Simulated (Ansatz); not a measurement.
# AlN (P6_3mc) in Ansatz: a series of runs

The runs below take AlN through relaxation of cell and atoms, with HF, PBEsol.

All numbers are computed with Ansatz 0.2.0; they aren't measurements. Logs are shortened: lines on timing, memory, paths and dates and some standing lists are left out, and cuts for length are marked.

## Step 1: The crystal as given

Symmetry: P6_3mc, No. 186, hexagonal system. Conventional cell: a = 3.113 Å, b = 3.113 Å, c = 4.981 Å, α = 90.00°, β = 90.00°, γ = 120.00°. Al (site symmetry 3m) is surrounded by 4 N at 1.89 Å. Around N (site symmetry 3m) lie 4 Al at 1.89 Å.

## Step 2: Relaxation of cell and atoms, HF

input.yaml

```yaml
crystal:
  lattice:
    - [3.113, 0.0, 0.0]
    - [-1.5565, 2.695937082, 0.0]
    - [0.0, 0.0, 4.981]
  atoms:
    - { symbol: Al, position: [0.6666666667, 0.3333333333, 0.5] }
    - { symbol: Al, position: [0.3333333333, 0.6666666667, 0.0] }
    - { symbol: "N", position: [0.6666666667, 0.3333333333, 0.88] }
    - { symbol: "N", position: [0.3333333333, 0.6666666667, 0.38] }
hamiltonian:
  xc: hf
  pseudopotentials: { kind: paw }
kpoints:
  mp_grid: { grid: [5, 5, 3] }
scf:
  occupations: { method: fermi_dirac, width: 0.05 }
output:
  forces: true
  stress: true
relax:
  f_tol: 0.01
  max_steps: 40
  cell: { stress_tol: 0.05 }
```

Potentials or basis: Ansatz PAW.

Started as:

```bash
$ ansatz run input.yaml --threads 2 --pin off --max-ram 5632MiB --backend cpu --events-out ev --progress --plain --runs-dir out
```

Standard output:

```text
Warning: RAYON_NUM_THREADS=2 ignored (pool sized by the plan → 2); use --threads N
Engine: ansatz 0.2.0, aarch64-unknown-linux-gnu
Pseudopotentials: kind: paw
Pseudopotential: Al, paw, valence charge 3, recommended cutoff 420 eV (normal), Al.paw.azcp
Pseudopotential: N, paw, valence charge 5, recommended cutoff 420 eV (normal), N.paw.azcp
Functional definition: HF
  exchange = exact_x
  correlation = 0
Crystal: 4 atoms, lattice volume = 41.803 Å³
Basis set: ecut = 420 eV, 809 PW (Γ)
Bands: 12, of which v1, the nominal top of the filled ones, is band 8 counted from 1 (7 counted from 0)
Symmetry: 12 space group operations
Space group: P63mc (ITA 186), of the structure as read, at distance tolerance 3.5e-5 Å
k-points: 10 of 75 (time reversal used)
Non-local potential: Al, projectors of the file, l = 0: 2, l = 1: 2, l = 2: 1
Non-local potential: N, projectors of the file, l = 0: 2, l = 1: 2, l = 2: 1
PAW form: soft (Blöchl's): semilocal exchange-correlation on the pseudo side does not see the compensation charge
PAW frozen core: Al, regenerated for the run's functional, and the local potential with it (the file was generated under x = pbe(κ = 0.804, μ = 0.2195149727645171), c = pbe(β = 0.06672455060314922))
PAW frozen core: N, regenerated for the run's functional, and the local potential with it (the file was generated under x = pbe(κ = 0.804, μ = 0.2195149727645171), c = pbe(β = 0.06672455060314922))
PAW one-centre angular grid: Al, 110 points (default); XC on 64 Gauss nodes
PAW one-centre angular grid: N, 110 points (default); XC on 64 Gauss nodes
Initial density: superposition of atomic densities (neutral atoms: chi_scale 0, normalization atom), corrected by the library's trained network
Initial wavefunctions: pseudopotential atomic-orbital guess
Functional: x = pbe(κ = 0.804, μ = 0.2195149727645171), c = none, warm-up for x = 0 pbe(κ = 0.804, μ = 0.2195149727645171) + 1 exact, c = none
SCF iter   1: F=—  HF=-1807.726242 eV  |F-HF|=—  |Δ(HF+E_count)|=         —  Δρ=1.48e-2  dr2=9.38e-2  ethr=1.77e-3  ⟨swp⟩=8.7  Hψ=671  notcnv=0
preconditioner: auto → none  [insulator: Δε(μ)=4.622 eV  Ē_g=13.427 eV  σ=0.050 eV  W_gap=1.00  n_scr=2 (ndim 8)  ℏωp=23.0 eV  f_vac=0.000  D(μ)=0.00/eV (n_scr^D=0)]
iter 2 solved again at ethr=7.53e-6 eV; its pass at ethr=5.86e-4 eV (dr2=1.21e-3 eV) is discarded
SCF iter   2: F=—  HF=-1807.700579 eV  |F-HF|=—  |Δ(HF+E_count)|=   2.57e-2  Δρ=1.67e-3  dr2=1.19e-3  ethr=7.53e-6  ⟨swp⟩=3.6  Hψ=596  notcnv=0
SCF iter   3: F=—  HF=-1807.700900 eV  |F-HF|=—  |Δ(HF+E_count)|=   3.21e-4  Δρ=7.76e-4  dr2=1.78e-4  ethr=7.42e-6  ⟨swp⟩=2.1  Hψ=208  notcnv=0
SCF iter   4: F=—  HF=-1807.701079 eV  |F-HF|=—  |Δ(HF+E_count)|=   1.80e-4  Δρ=1.41e-4  dr2=7.04e-6  ethr=1.11e-6  ⟨swp⟩=3.7  Hψ=295  notcnv=0
SCF iter   5: F=—  HF=-1807.701079 eV  |F-HF|=—  |Δ(HF+E_count)|=   7.98e-7  Δρ=1.55e-5  dr2=7.26e-8  ethr=4.40e-8  ⟨swp⟩=3.0  Hψ=250  notcnv=0
SCF iter   6: F=—  HF=-1807.701079 eV  |F-HF|=—  |Δ(HF+E_count)|=   8.01e-8  Δρ=1.85e-6  dr2=9.05e-10  ethr=4.54e-10  ⟨swp⟩=4.5  Hψ=312  notcnv=0
SCF iter   7: F=—  HF=-1807.701079 eV  |F-HF|=—  |Δ(HF+E_count)|=   1.03e-9  Δρ=5.87e-7  dr2=9.16e-11  ethr=5.66e-12  ⟨swp⟩=3.3  Hψ=277  notcnv=0
SCF iter   8: F=-1807.701079 eV  HF=-1807.701079 eV  |F-HF|=1.00e-11  |Δ(HF+E_count)|=  3.02e-11  Δρ=2.09e-7  dr2=1.50e-11  ethr=1.00e-12  ⟨swp⟩=2.9  Hψ=211  notcnv=0
SCF 1 converged in 8 iterations: F = -1807.701079 eV  dr2 = 1.50e-11
Initial density: handed on by an earlier stage of this run
Initial wavefunctions: those handed on with the density
Functional: x = 0 pbe(κ = 0.804, μ = 0.2195149727645171) + 1 exact, c = none
Frozen-core exchange: fock
iter 1 solved again at ethr=3.20e-4 eV; its pass at ethr=1.00e-1 eV (dr2=5.12e-2 eV) is discarded
SCF iter   1: F=—  HF=-1813.852018 eV  |F-HF|=—  |Δ(HF+E_count)|=         —  Δρ=1.92e-2  dr2=6.47e-2  ethr=3.20e-4  ⟨swp⟩=4.7  Hψ=672  notcnv=0
preconditioner: auto → none  [insulator: Δε(μ)=12.864 eV  Ē_g=24.531 eV  σ=0.050 eV  W_gap=1.00  n_scr=2 (ndim 8)  ℏωp=23.0 eV  f_vac=0.000  D(μ)=0.00/eV (n_scr^D=0)]
SCF iter   2: F=—  HF=-1813.803893 eV  |F-HF|=—  |Δ(HF+E_count)|=   4.81e-2  Δρ=7.69e-3  dr2=7.86e-2  ethr=3.20e-4  ⟨swp⟩=2.0  Hψ=240  notcnv=0
SCF iter   3: F=—  HF=-1814.023632 eV  |F-HF|=—  |Δ(HF+E_count)|=   2.20e-1  Δρ=5.08e-3  dr2=1.37e-2  ethr=6.53e-5  ⟨swp⟩=4.3  Hψ=457  notcnv=0
SCF iter   4: F=—  HF=-1814.039729 eV  |F-HF|=—  |Δ(HF+E_count)|=   1.61e-2  Δρ=1.70e-3  dr2=1.60e-3  ethr=3.52e-5  ⟨swp⟩=3.8  Hψ=367  notcnv=0
SCF iter   5: F=-1814.041165 eV  HF=-1814.041191 eV  |F-HF|=2.62e-5  |Δ(HF+E_count)|=   1.46e-3  Δρ=2.44e-4  dr2=4.79e-5  ethr=5.09e-6  ⟨swp⟩=3.9  Hψ=346  notcnv=0
SCF 2 stopped early in 5 iterations: F = -1814.041165 eV  dr2 = 4.79e-5
  Residual-converged pass: ⟨swp⟩=4.0  Hψ=355  notcnv=0  max |occ|·‖R‖ = 5.7e-6 eV (tolerance 6.7e-6 eV)  dr2=4.82e-5  dr2_onsite=4.87e-6  max |Δocc| = 0.0e0
hybrid outer 1: dexx = +3.659e-1 eV, tail = 1.68e-3 eV
[... 89 lines left out ...]
  Residual-converged pass: ⟨swp⟩=3.0  Hψ=280  notcnv=0  max |occ|·‖R‖ = 6.4e-6 eV (tolerance 6.7e-6 eV)  dr2=4.97e-7  dr2_onsite=1.31e-8  max |Δocc| = 0.0e0
hybrid outer 1: dexx = +2.947e-3 eV, tail = 3.47e-5 eV
Frozen-core exchange: fock
[... 66 lines left out ...]
SCF iter   4: F=—  HF=-1814.047496 eV  |F-HF|=—  |Δ(HF+E_count)|=   1.69e-8  Δρ=4.70e-6  dr2=2.18e-9  ethr=4.69e-11  ⟨swp⟩=5.3  Hψ=434  notcnv=0  defer=20
SCF iter   5: F=—  HF=-1814.047496 eV  |F-HF|=—  |Δ(HF+E_count)|=   8.07e-9  Δρ=2.97e-6  dr2=3.12e-9  ethr=5.06e-12  ⟨swp⟩=5.0  Hψ=438  notcnv=0  defer=24
SCF iter   6: F=—  HF=-1814.047496 eV  |F-HF|=—  |Δ(HF+E_count)|=   1.46e-9  Δρ=1.81e-7  dr2=2.31e-10  ethr=5.06e-12  ⟨swp⟩=5.5  Hψ=397  notcnv=0  defer=13
SCF iter   7: F=—  HF=-1814.047496 eV  |F-HF|=—  |Δ(HF+E_count)|=   1.08e-9  Δρ=1.08e-6  dr2=4.40e-10  ethr=1.00e-12  ⟨swp⟩=5.2  Hψ=428  notcnv=0
SCF iter   8: F=-1814.047496 eV  HF=-1814.047496 eV  |F-HF|=4.55e-13  |Δ(HF+E_count)|=  2.08e-10  Δρ=2.65e-8  dr2=2.26e-11  ethr=1.00e-12  ⟨swp⟩=3.7  Hψ=293  notcnv=0
SCF 17 converged in 8 iterations: F = -1814.047496 eV  dr2 = 2.26e-11
  Residual-converged pass: ⟨swp⟩=3.0  Hψ=268  notcnv=0  max |occ|·‖R‖ = 1.0e-7 eV (tolerance 1.3e-7 eV)  dr2=2.26e-11  dr2_onsite=2.70e-14  max |Δocc| = 0.0e0
hybrid outer 1: dexx = +2.757e-7 eV, tail = 3.98e-9 eV
Frozen-core exchange: fock
SCF iter   1: F=—  HF=-1814.047496 eV  |F-HF|=—  |Δ(HF+E_count)|=         —  Δρ=9.01e-7  dr2=1.59e-10  ethr=1.24e-10  ⟨swp⟩=12.7  Hψ=512  notcnv=0
preconditioner: auto → none  [insulator: Δε(μ)=13.642 eV  Ē_g=24.829 eV  σ=0.050 eV  W_gap=1.00  n_scr=2 (ndim 8)  ℏωp=23.1 eV  f_vac=0.000  D(μ)=0.00/eV (n_scr^D=0)]
SCF iter   2: F=-1814.047496 eV  HF=-1814.047496 eV  |F-HF|=5.23e-12  |Δ(HF+E_count)|=  6.41e-11  Δρ=2.59e-7  dr2=2.49e-11  ethr=1.00e-12  ⟨swp⟩=3.0  Hψ=261  notcnv=0
SCF 18 converged in 2 iterations: F = -1814.047496 eV  dr2 = 2.49e-11
  Residual-converged pass: ⟨swp⟩=3.0  Hψ=267  notcnv=0  max |occ|·‖R‖ = 1.0e-7 eV (tolerance 1.3e-7 eV)  dr2=2.51e-11  dr2_onsite=2.54e-13  max |Δocc| = 0.0e0
hybrid outer 2: dexx = +1.480e-10 eV, tail = 7.00e-11 eV, Δε = 1.63e-5 eV (about 2.48e-6 eV left of the loop's levels), ΔF = 4.57e-6 eV/Å (tail 4.96e-6)
relax step   5: F+E_penalty+E_count = -1814.04749600 eV  Δ(F+E_penalty+E_count) = +4.712e-4 eV  max|allowed force component| = 7.410e-5 eV/Å  Δτ_max = 0.0000 Å  P = -0.028 GPa  Ω = 41.350 Å³  stress off target by 4.03e-2 GPa  SCF on the basis re-selected at this cell (its energy is not comparable with the rows above)  (10 SCF iters)
basis re-selected at this cell: Δ(F+E_penalty+E_count) = +4.712e-4 eV, ΔP = -0.028 GPa vs the last step (what re-selecting the basis moved, of the pressure what is left beyond the Pulay correction that the steps carried, after the strain that the cell walked since its last selection, with what the two solves' SCF thresholds leave and, on support functions, any second-order correction that the steps lacked; it is no measure of the basis error at this ecutwfc). This SCF's stress stands 4.03e-2 GPa from its target on what of the cell is left free (relax.cell.stress_tol is 5.00e-2 GPa) and its largest allowed force component is 7.41e-5 eV/Å (relax.f_tol is 1.00e-2 eV/Å): within both
hybrid SCF converged: 2 outer / 10 inner (+0 warm-up), last move |dexx| = 1.48e-10 eV, tail = 7.00e-11 eV
Stability not checked: this state was not tested for a lower state beside it, because the functional holds exact exchange (a hybrid, or Hartree-Fock), whose exchange loop this test does not read (fock_operator; see scf.lower_state_search)
Free energy (F): -1814.047496 eV
Frozen-core exchange: fock
Harris-Foulkes:  -1814.047496 eV  (|F-HF|=5.23e-12)
Internal energy: -1814.047496 eV  (E = F + TS)
E sigma→0 (E₀):  -1814.047496 eV
Fermi energy:    10.013857 eV
--- Per-component energies (eV) ---
  E_band       = -62.895160
  E_kinetic    = 325.870790
  E_local      = -447.852521  (includes V_loc(G=0)·N_el)
  E_nonlocal   = 103.045782
  E_hartree    = 160.013741
  E_xc         = 0.000000
  E_vxc        = 0.000000  (∫ρ·V_xc dr)
  E_exx        = -172.738955  (= α·E_x^exact, valence–valence)
  E_paw        = -1188.146692  (= ΣΔE_a)
  E_vpaw       = -18.508986  (= ΣTr[D̂ρ^β])
  E_aug_tail   = 0.000190  (compensation charges beyond the density's cutoff)
  E_ewald      = -593.825442
  E_core_change = -0.414388  (= ΣΔE_core)
  E_smearing   = -0.000000  (= −TS)
  E_closure    = -0.000001  (closes the sum)
  Σ components = -1814.047496   (vs F -1814.047496, Δ=0.00e0)
--- Forces (eV/Å), atoms counted from 1 ---
  atom   1  Al     0.00000000     0.00000000     0.00007361
  atom   2  Al    -0.00000000    -0.00000000     0.00007361
  atom   3  N     -0.00000000    -0.00000000    -0.00007458
  atom   4  N      0.00000000     0.00000000    -0.00007458
  max |Σ_I F_I| component: 1.93e-6 eV/Å
--- Stress (GPa, compression-positive) ---
       -0.022289       0.000000      -0.000000
        0.000000      -0.022289      -0.000000
       -0.000000      -0.000000      -0.040256
  P = ⅓ Tr σ = -0.0283 GPa (-0.283 kbar)
--- Band table (eV; the first three rows and the last of 10) ---
  k-point 0: bands = ["-17.7600", "-15.1457", "-4.5042", "2.0306", "2.0306", "2.9154", "2.9154", "3.1925", "16.8344", "19.6326"]
  k-point 1: bands = ["-17.2423", "-15.9763", "-2.7446", "0.9270", "2.2395", "2.2395", "2.6808", "2.6808", "18.4696", "19.8252"]
  k-point 2: bands = ["-17.1443", "-14.8252", "-3.7120", "-0.2710", "0.9087", "1.3601", "2.7422", "2.8534", "18.6120", "20.8799"]
  k-point 9: bands = ["-14.9027", "-14.6157", "-3.5868", "-2.9975", "-1.1883", "-0.0493", "1.2994", "2.0132", "18.3135", "19.9242"]
  guard bands above this table: 2 of the run's 12 bands. The solve was not asked for them (output.publish_guard_bands: true or output.eigenvalues: true publishes all)
--- Relaxed structure (4 steps of the walk, 4 accepted, 1 SCFs on fresh bases) ---
  F+E_penalty+E_count = -1814.04749600 eV   max|allowed force component| = 7.410e-5 eV/Å   (the final SCF, on the basis selected at the relaxed cell)
  cell:  # Å, volume = 41.3504 Å³
    - [3.099897948605122, 4.848733046873824e-19, -1.936238447967772e-33]
    - [-1.549948974302561, 2.684590372631304, 9.68119223983886e-34]
    - [-3.098105913682432e-33, 1.970083724423695e-84, 4.968827367768971]
  atoms:
    - { symbol: Al, position: [0.6666666666666665, 0.3333333333333333, 0.4992469999912165] }
    - { symbol: Al, position: [0.3333333333333333, 0.6666666666666666, -0.0007530000087833861] }
    - { symbol: N, position: [0.6666666666666665, 0.3333333333333333, 0.8807530000087833] }
    - { symbol: N, position: [0.3333333333333333, 0.6666666666666666, 0.38075300000878326] }
```

Wall time 36 s (2 threads of Arm Neoverse V1, shared host); peak memory 0.58 GiB.

What came out:

| Item | Value |
| --- | --- |
| Free energy | -1814.0475 eV |
| Relaxed volume | 10.34 Å³/atom |
| Relaxed cell | a = 3.100 Å, b = 3.100 Å, c = 4.969 Å, α = 90.00°, β = 90.00°, γ = 120.00° |
| Space group after relaxing (to 0.05 Å) | P6_3mc (No. 186) |
| Energy gained by relaxing | 1.2 meV/atom |
| Ionic steps | 5 |
| Pressure after relaxing | 0.0 GPa |
| Band gap on the k mesh | 13.64 eV, direct |

Step by step:
```
step  energy change (eV)  largest force (eV/Å)  volume (Å³)
   1              0.0000                0.1187        41.80
   2             -0.0038                0.0899        41.55
   3             -0.0053                0.0304        41.33
   4             -0.0053                0.0000        41.35
   5             -0.0049                0.0001        41.35
```

Final structure:
```
CELL_PARAMETERS angstrom
3.09990 0.00000 0.00000
-1.54995 2.68459 0.00000
0.00000 0.00000 4.96883
ATOMIC_POSITIONS crystal
Al 0.66667 0.33333 0.49925
Al 0.33333 0.66667 0.99925
N 0.66667 0.33333 0.88075
N 0.33333 0.66667 0.38075
```

Caveat: the k mesh is coarse (spacing up to 0.47 Å⁻¹), so the values aren't converged, least of all with exact exchange; odd divisions of the mesh miss points on the zone boundary, where band edges often lie, so the gap on the mesh can be too wide; the plane-wave basis is chosen anew once the cell has moved, so the energies of steps on either side of that aren't comparable; the PAW data sets come from PBE, with cores solved anew for the run's functional, which leaves a small shift of forces and pressure.

## Step 3: Relaxation of cell and atoms, PBEsol

input.yaml: that of step 2 with these lines changed.

```diff
@@ -11,6 +11,6 @@
 hamiltonian:
-  xc: hf
+  xc: pbesol
   pseudopotentials: { kind: paw }
 kpoints:
-  mp_grid: { grid: [5, 5, 3] }
+  mp_grid: { grid: [10, 10, 6] }
 scf:
@@ -20,2 +20,6 @@
   stress: true
+  write_density: true
+  write_potential: true
+  elf: true
+  volumetric_format: npy
 relax:
```

Potentials or basis: Ansatz PAW.

Started as:

```bash
$ ansatz run input.yaml --threads 2 --pin off --max-ram 5120MiB --backend cpu --events-out ev --progress --plain --runs-dir out
```

Standard output:

```text
Warning: RAYON_NUM_THREADS=2 ignored (pool sized by the plan → 2); use --threads N
[... 4 set-up lines as earlier in the session ...]
Functional definition: PBEsol
  exchange = pbesol_x
  correlation = pbesol_c
Crystal: 4 atoms, lattice volume = 41.803 Å³
Basis set: ecut = 420 eV, 809 PW (Γ), exchange–correlation on 48×48×72 points (8 copies of the dense FFT grid, shifted against one another)
Bands: 12, of which v1, the nominal top of the filled ones, is band 8 counted from 1 (7 counted from 0)
[... 2 set-up lines as earlier in the session ...]
k-points: 56 of 600 (time reversal used)
[... 8 set-up lines as earlier in the session ...]
[... 90 lines left out ...]
  E_vpaw       = -46.589713  (= ΣTr[D̂ρ^β])
  E_aug_tail   = 0.000188  (compensation charges beyond the density's cutoff)
  E_ewald      = -591.473570
  E_core_change = 0.094476  (= ΣΔE_core)
  E_smearing   = -0.000000  (= −TS)
  E_closure    = 0.000000  (closes the sum)
  Σ components = -1811.916657   (vs F -1811.916657, Δ=0.00e0)
--- Forces (eV/Å), atoms counted from 1 ---
  atom   1  Al     0.00000000     0.00000000     0.00004140
  atom   2  Al    -0.00000000    -0.00000000     0.00004140
  atom   3  N     -0.00000000    -0.00000000    -0.00004215
  atom   4  N      0.00000000     0.00000000    -0.00004215
  max |Σ_I F_I| component: 1.50e-6 eV/Å
--- Stress (GPa, compression-positive) ---
        0.004681       0.000000       0.000000
        0.000000       0.004681       0.000000
        0.000000       0.000000       0.008870
  P = ⅓ Tr σ = 0.0061 GPa (0.061 kbar)
--- Band table (eV; the first three rows and the last of 56) ---
  k-point 0: bands = ["-8.1120", "-5.9366", "0.9963", "6.1627", "6.1627", "6.8171", "6.8171", "7.0413", "11.1359", "13.5808", "17.5269", "18.0551"]
  k-point 1: bands = ["-8.0047", "-6.1482", "1.3718", "6.2042", "6.2042", "6.4295", "6.7705", "6.7705", "11.6357", "13.6483", "17.3514", "18.0233"]
  k-point 2: bands = ["-7.6938", "-6.6499", "2.3540", "5.1281", "6.3191", "6.3191", "6.6460", "6.6460", "12.5907", "13.7117", "17.0709", "18.0567"]
  k-point 55: bands = ["-5.5701", "-5.5701", "2.0766", "2.0766", "3.3444", "3.3444", "6.2117", "6.2117", "13.9810", "13.9810", "15.1445", "15.1445"]
--- Relaxed structure (4 steps of the walk, 4 accepted, 1 SCFs on fresh bases) ---
  F+E_penalty+E_count = -1811.91665684 eV   max|allowed force component| = 4.177e-5 eV/Å   (the final SCF, on the basis selected at the relaxed cell)
  cell:  # Å, volume = 41.8445 Å³
    - [3.1137912365235554, -2.928163313899297e-20, -1.7274989870344436e-33]
    - [-1.5568956182617777, 2.6966223129107587, -3.330969127097485e-34]
    - [-2.7641093653672258e-33, -2.2112874922937808e-33, 4.98342885764572]
  atoms:
    - { symbol: Al, position: [0.6666666666666667, 0.33333333333333337, 0.4990046854719147] }
    - { symbol: Al, position: [0.33333333333333337, 0.6666666666666667, -0.0009953145280853306] }
    - { symbol: N, position: [0.6666666666666667, 0.33333333333333337, 0.8809953145280854] }
    - { symbol: N, position: [0.33333333333333337, 0.6666666666666667, 0.3809953145280853] }
```

It took 8.4 s on 2 threads of Arm Neoverse V1, shared host; peak memory 0.34 GiB.

Results:

* Free energy: -1811.9167 eV
* Relaxed volume: 10.46 Å³/atom
* Relaxed cell: a = 3.114 Å, b = 3.114 Å, c = 4.983 Å, α = 90.00°, β = 90.00°, γ = 120.00°
* Space group after relaxing (to 0.05 Å): P6_3mc (No. 186)
* Energy gained by relaxing: 0.3 meV/atom
* Ionic steps: 5
* Pressure after relaxing: 0.0 GPa
* Band gap on the k mesh: 4.09 eV, direct

The path:
| step | energy change (eV) | largest force (eV/Å) | volume (Å³) |
| --- | --- | --- | --- |
| 1 | 0.0000 | 0.1304 | 41.80 |
| 2 | -0.0005 | 0.0955 | 41.83 |
| 3 | -0.0013 | 0.0003 | 41.82 |
| 4 | -0.0012 | 0.0000 | 41.84 |
| 5 | -0.0013 | 0.0000 | 41.84 |

Final structure:
```
Al N
1.0
     3.11379    0.00000    0.00000
    -1.55690    2.69662    0.00000
     0.00000    0.00000    4.98343
Al N
2 2
Direct
  0.66667 0.33333 0.49900
  0.33333 0.66667 0.99900
  0.66667 0.33333 0.88100
  0.33333 0.66667 0.38100
```

Levels at points of the mesh, in eV from the valence-band top:
| k point | band 6 | band 7 | band 8 | band 9 | band 10 | band 11 |
| --- | --- | --- | --- | --- | --- | --- |
| (0.00, 0.00, 0.00) | -0.22 | -0.22 | 0.00 | 4.09 | 6.54 | 10.49 |
| (0.00, 0.00, -0.50) | -0.56 | -0.56 | -0.56 | 6.35 | 6.35 | 10.20 |
| (0.00, -0.50, 0.00) | -2.11 | -1.80 | -0.70 | 5.67 | 5.67 | 8.06 |
| (0.00, -0.50, -0.50) | -1.49 | -1.38 | -1.38 | 5.17 | 5.17 | 9.12 |

Caveat: the plane-wave basis is chosen anew once the cell has moved, so the energies of steps on either side of that aren't comparable; the pressure holds a Pulay correction of +0.5 GPa for the finite cutoff; the PAW data sets come from PBE, with cores solved anew for the run's functional, which leaves a small shift of forces and pressure. PBEsol gaps usually lie below the measured ones, often by a third to a half.
